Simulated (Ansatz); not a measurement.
# What moves the field gradients of TiO2?

Cell of run 1: an entry of the Crystallography Open Database (COD), atoms as given.

```cif
data_TiO2
_symmetry_space_group_name_H-M 'P4_2/mnm'
_symmetry_Int_Tables_number 136
_cell_length_a 4.5940
_cell_length_b 4.5940
_cell_length_c 2.9590
_cell_angle_alpha 90.000
_cell_angle_beta 90.000
_cell_angle_gamma 90.000
loop_
_atom_site_label
_atom_site_type_symbol
_atom_site_symmetry_multiplicity
_atom_site_Wyckoff_symbol
_atom_site_fract_x
_atom_site_fract_y
_atom_site_fract_z
Ti Ti 2 a 0.0000 0.0000 0.0000
O O 4 f 0.3060 0.3060 0.0000
```

One atom of each set is listed.

Relaxed positions (PBE, cell held):

Ti (0.0000, 0.0000, 0.0000)
O (0.3043, 0.3043, 0.0000)

All runs are DFT with Ansatz 0.2.0 (plane waves and PAW, scalar-relativistic unless spin–orbit coupling is named, Γ-centred meshes, Fermi–Dirac smearing where given) in this cell.

Run 1: PBE, atoms as given; 420 eV, 7×7×10 k-points, smearing 0.02 eV.
Run 2: PBE, atoms relaxed; 420 eV, 7×7×10 k-points, smearing 0.02 eV.
Run 3: r2SCAN, at the relaxed atoms; 500 eV, 7×7×10 k-points, smearing 0.02 eV.
Run 4: LDA, at the relaxed atoms; 420 eV, 7×7×10 k-points, smearing 0.02 eV.
Run 5: PBEsol, at the relaxed atoms; 420 eV, 7×7×10 k-points, smearing 0.02 eV.

Task: What does each run give, and what moves the gradients most?

Result: 

```tsv
run	Ti V_zz (η)	O V_zz (η)
1	-2.65 (0.49)	2.33 (0.88)
2	-2.01 (0.10)	2.40 (1.00)
3	-2.07 (0.11)	-2.66 (0.88)
4	-1.83 (0.16)	2.15 (0.92)
5	-1.89 (0.14)	2.28 (0.96)
```

V_zz in 10²¹ V/m². Against run 1, the gradient tensors on these sites move by at most 0.87 in run 2 (Ti), 0.83 in run 3 (Ti), 0.91 in run 4 (Ti), 0.90 in run 5 (Ti). Taken one at a time, the positions of the atoms (as given or relaxed) move the tensors on these sites by up to 0.87 (largest principal value of the change, on Ti), the functional (between the two that differ most) by 0.60 (O). On some sites the largest principal value moves to another axis from run to run, and the sign of V_zz can flip with it. On O η is near 1, so the change of sign is little more than a relabelling of axes.

The cell isn't the equilibrium one in runs 1, 4 (calculated pressure 5, -8 GPa), and the entry's cell may itself be off. Run 1: The values hang on the deposited positions: relaxing the atoms moves V_zz on Ti from -2.65 to -2.01.
